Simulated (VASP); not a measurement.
## Ag: work function with PBE

Slab: Ag, a slab with vacuum.

```
Ag
1.0
     1.46139    2.53120    0.00000
    -2.92278    0.00000    0.00000
     0.00000    0.00000   29.24909
Ag
4
Cartesian
  0.0000 0.0000 11.0446
  0.0000 1.6875 13.4264
  -1.4614 0.8437 15.8227
  1.4614 2.5312 18.2045
```

The cell was built by a generator and needn't be a form met in nature.

- Program: VASP 6.6.1
- Task: work function
- Functional: PBE
- Potentials or basis: VASP PAW PBE potentials, release 64 (Ag)
- Cutoff: 520 eV
- k mesh: 13 × 13 × 1
- Occupations: methfessel-paxton, width 0.1 eV
- Spin: no spin polarisation
- Dipole correction: yes
- Further INCAR settings: ALGO = Normal; EDIFF = 1e-06

```
Band gap on the k mesh          : none (metal or under the smearing width)
Work function of the upper face : 4.58 eV
Work function of the lower face : 4.58 eV
```

Levels at points of the mesh, in eV from the Fermi level:
```tsv
k point	band 18	band 19	band 20	band 21	band 22	band 23	band 24	band 25	band 26
(0.00, 0.00, 0.00)	-3.50	-3.19	-3.14	-3.14	-2.96	-2.96	-0.83	0.40	4.10
```

Wall time 55 s on 2 MPI ranks on Intel(R) Xeon(R) Platinum 8488C (Sapphire Rapids), on a shared host, peak memory 0.37 GiB a rank.
